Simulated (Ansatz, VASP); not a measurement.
**Two plane-wave programs on Bi**

Contents of INCAR:

```
SYSTEM = Bi
PREC = Accurate
ENCUT = 520
EDIFF = 1E-7
ISMEAR = -1
SIGMA = 0.1
LREAL = .FALSE.
LASPH = .TRUE.
NELM = 100
ALGO = Normal
ISIF = 2
LWAVE = .FALSE.
LCHARG = .FALSE.
GGA = RP
NBANDS = 22
```

The input KPOINTS:

```
Automatic mesh
0
G
  8 8 8
  0 0 0
```

The input POSCAR:

```
Bi
1.0
    0.0000000000      3.7863445212      3.7863445212
    3.7863445212      0.0000000000      3.7863445212
    3.7863445212      3.7863445212      0.0000000000
Bi
2
Direct
    0.1250000000      0.1250000000      0.1250000000
    0.8750000000      0.8750000000      0.8750000000
```

Input for Ansatz:

```yaml
crystal:
  lattice:
    - [0.0, 3.7863445212, 3.7863445212]
    - [3.7863445212, 0.0, 3.7863445212]
    - [3.7863445212, 3.7863445212, 0.0]
  atoms:
    - { symbol: Bi, position: [0.125, 0.125, 0.125] }
    - { symbol: Bi, position: [0.875, 0.875, 0.875] }
hamiltonian:
  xc: rpbe
  pseudopotentials:
    kind: paw
    azcp:
      Bi: "pseudopotentials/Bi.paw.azcp"
basis:
  ecutwfc: 420
  fft_grid_basis: typed
kpoints:
  mp_grid: { grid: [8, 8, 8], shift: [0, 0, 0] }
magnetization:
  spin_polarized: false
scf:
  occupations: { method: fermi_dirac, width: 0.1 }
  lower_state_search: "off"
output:
  stress: true
  write_density: true
  write_potential: true
  elf: true
  volumetric_format: npy
```

Alike in both runs: task single point; functional RPBE; k mesh 8 × 8 × 8; occupations fermi-dirac, width 0.1 eV; no spin polarisation.

```csv
,VASP,Ansatz
version,VASP 6.6.1,Ansatz 0.2.0
potentials or method,"VASP PAW PBE potentials, release 64 (Bi_d)","plane waves (420 eV) with PAW, scalar-relativistic"
plane-wave cutoff (eV),520,420
valence electrons in the cell,30,30
```

```csv
,VASP,Ansatz,Ansatz less VASP
pressure (GPa),-1.7,-1.7,+0.04
```

Caveats: the PAW data sets were made with another functional, which shifts forces and pressure a little (VASP).
